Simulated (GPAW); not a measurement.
## AlN in GPAW: convergence with broadening (eV)

Input of the first run (broadening (eV) 0.05); the others differ in this setting and in those tied to it:

Contents of run.py:

```python
import json
import numpy as np
from ase.dft.bandgap import bandgap
from ase.io import write
from ase.spacegroup import crystal
from gpaw import GPAW, PW
from gpaw.response.g0w0 import G0W0

# Al 4a
# N 4d
atoms = crystal(['Al', 'N'],
                basis=[[0.0, 0.0, 0.0],
                       [0.25, 0.25, 0.75]],
                spacegroup=216, setting=1,  # F-43m
                cellpar=[4.36798712, 4.36798712, 4.36798712, 90.0, 90.0, 90.0],
                primitive_cell=True)

calc = GPAW(mode=PW(600),
            xc='PBE',
            kpts={'size': (5, 5, 5), 'gamma': True},
            occupations={'name': 'fermi-dirac', 'width': 0.001},
            nbands=11,
            convergence={'density': 1e-06},
            maxiter=150,
            txt='gpaw.txt')
atoms.calc = calc
energy = atoms.get_potential_energy()
calc.write('gs.gpw')
write('result.traj', atoms)
print(f'Energy: {energy:.6f} eV')
print('Fermi level:', round(calc.get_fermi_level(), 4), 'eV')
print(f'Gap: {bandgap(calc)[0]:.4f} eV, direct: {bandgap(calc, direct=True)[0]:.4f} eV')

calc.diagonalize_full_hamiltonian(nbands=37)
calc.write('full.gpw', mode='all')

ibz = calc.get_ibz_k_points()
gap, vbm, cbm = bandgap(calc, output=None)
gap, direct, _ = bandgap(calc, direct=True, output=None)
gamma = int(np.abs(ibz).sum(1).argmin())
kpts = sorted({gamma, vbm[1], cbm[1], direct[1]})
gw = G0W0(calc='full.gpw',
          filename='gw',
          ecut=80,
          ecut_extrapolation=False,
          relbands=(-1, 1),
          kpts=kpts,
          integrate_gamma='WS',
          nbands=33,
          frequencies={'type': 'nonlinear', 'domega0': 0.05, 'omega2': 10},
          eta=0.05)
gw.calculate()
results = {mode: {key: np.asarray(r[key]).tolist() for key in ['f', 'eps', 'vxc', 'exx', 'sigma', 'Z', 'qp', 'sigma_eskn']}
           for mode, r in gw.all_results.items()}
json.dump({'kpts': ibz[kpts].tolist(), 'results': results}, open('gw.json', 'w'))
for mode, r in results.items():
    f, qp = np.array(r['f']), np.array(r['qp'])
    print(mode, 'quasiparticle energies (eV):')
    print(qp.round(3))
    print(mode, 'gap:', round(qp[f < 0.5].min() - qp[f > 0.5].max(), 4), 'eV')
```

Potentials or basis: GPAW PAW data sets (gpaw-data 1.2.1), pw.

Run with:

```sh
$ OMP_NUM_THREADS=1 python run.py
```

Measurements of this composition are mostly on another form, of space group No. 186.

Hardware: 1 thread of Arm Neoverse V2, with other jobs on the host.

```tsv
broadening (eV)	quasiparticle gap at the points computed (eV)	SCF cycles	CPU time (s)	peak memory (GiB)
0.05	5.026	11	25	0.28
0.1	5.008	11	25	0.28
0.2	5.003	11	25	0.28
0.3	5.005	11	26	0.28
0.5	5.014	11	25	0.28
```

Against the tightest run, the quasiparticle gap at the points computed stays within 0.05 eV from 0.05 on. The tightest run that finished is the yardstick and may itself not be fully converged.

Caveat, for the tightest run too: the k mesh is coarse (spacing up to 0.50 Å⁻¹), so the values aren't converged; the quasiparticle gap is taken among the few k points that were corrected; the long-wavelength limit can be off by a per cent or two; an odd mesh through Γ misses points on the zone boundary, where band edges often lie.
